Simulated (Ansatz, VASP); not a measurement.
**NbSi2: VASP beside Ansatz**

```
Nb Si
1.0
     4.79400    0.00000    0.00000
    -2.39700    4.15173    0.00000
     0.00000    0.00000    6.58900
Nb Si
3 6
Direct
  0.50000 0.00000 0.00000
  0.50000 0.50000 0.66667
  0.00000 0.50000 0.33333
  0.16700 0.33400 0.00000
  0.83300 0.16700 0.66667
  0.66600 0.83300 0.33333
  0.83300 0.66600 0.00000
  0.16700 0.83300 0.66667
  0.33400 0.16700 0.33333
```

Alike in both runs: task single point; functional PBE; k mesh 6 × 6 × 4; occupations fermi-dirac, width 0.15 eV; no spin polarisation.

|  | VASP | Ansatz |
| --- | --- | --- |
| version | VASP 6.6.1 | Ansatz 0.2.0 |
| potentials or method | VASP PAW PBE potentials, release 64 (Nb_sv, Si) | plane waves, PAW |
| plane-wave cutoff (eV) | 520 | 420 |
| valence electrons in the cell | 63 | 63 |

VASP gave:

* pressure (GPa): 2.3
* largest component of the traceless stress (GPa): 1.79
* rms of the force components (eV/Å): 0.315

Task: Which values does Ansatz return?

Result: Pressure (GPa): 2.6; largest component of the traceless stress (GPa): 1.81; rms of the force components (eV/Å): 0.316.

Atom by atom the forces differ by 0.001 eV/Å (rms over components). Ansatz warned: «structure_snapped_to_symmetry».
